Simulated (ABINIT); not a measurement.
Sn: single point with PBE

Sn:

```
Sn
1.0
     4.55816    0.00000    0.00000
     0.00000    4.55816    0.00000
     0.00000    0.00000    4.55816
Sn
3
Direct
  0.50000 0.00000 0.00000
  0.00000 0.50000 0.00000
  0.00000 0.00000 0.50000
```

The cell was built by a generator and needn't be a form met in nature.

- Program: ABINIT 10.8.3 (patched build)
- Task: single point
- Functional: PBE
- Potentials or basis: JTH PAW PBE v2.0
- Cutoff: 599 eV
- k mesh: 6 × 6 × 6
- Occupations: fermi-dirac, width 0.05 eV
- Spin: no spin polarisation

The pressure is 0.0 GPa and the band gap on the k mesh is none (metal or under the smearing width). The valence electrons inside the program's atomic spheres are Sn 11.85 (radii [1.3287] Å).

Levels at points of the mesh, in eV from the Fermi level:
```tsv
k point	band 19	band 20	band 21	band 22	band 23	band 24
(0.00, 0.00, 0.00)	-2.40	-2.40	-2.40	2.57	3.45	3.45
(0.50, 0.00, 0.00)	-1.19	-1.19	0.85	0.85	1.13	1.53
(0.50, 0.50, 0.00)	-3.21	0.08	0.61	1.25	1.25	2.02
(0.50, 0.50, 0.50)	-4.86	-2.80	-2.80	-2.80	2.54	7.16
```

It took 55 s on 1 thread of Arm Neoverse V1 (shared host), peak memory 0.16 GiB.
